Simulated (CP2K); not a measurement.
Runs of CP2K 2026.2 on TaN. It takes space group P-6m2 (No. 187, hexagonal). Conventional cell: a = 2.938 Å, b = 2.938 Å, c = 2.883 Å, α = 90.00°, β = 90.00°, γ = 120.00°. Ta (site symmetry -6m2) has 6 N at 2.23 Å as nearest neighbours. N (site symmetry -6m2) has 6 Ta at 2.23 Å as nearest neighbours. 

```csv
level,cutoff radius of the dispersion sum (A),cutoff of the non-local correlation (Ry),gap on the mesh (eV),pressure (GPa)
PBEsol+D3(BJ)+ATM,20,-,none,(b)
PBEsol+D4,20,-,none,-8.7
PBEsol+D3(BJ),20,-,none,-12.9
PBEsol,-,-,none,-5.9
PBEsol+rVV10,-,300,none,(a)
```

Alike in all rows: task single point; potentials or basis POTENTIAL_UZH Ta GTH-PBE-q13, N GTH-PBE-q5; TZVP-MOLOPT-PBE-GTH basis; no spin polarisation; cell as given; k mesh 10 × 10 × 9; smearing fermi-dirac 0.05 eV.

**Question.** Fill in the values left out.

**Answer.** (a) -6.6; (b) -11.9.

Caveats: the potentials were made for another functional, which shifts forces and pressure; the basis of atomic orbitals isn't converged, which shifts pressures, moduli and gaps; pairwise dispersion overbinds metals, which lowers pressure and volume (some runs).

A k mesh can miss the band edges, and the runs leave out spin-orbit coupling on Ta.

A gap of «none» marks a metal or a gap under the smearing width.
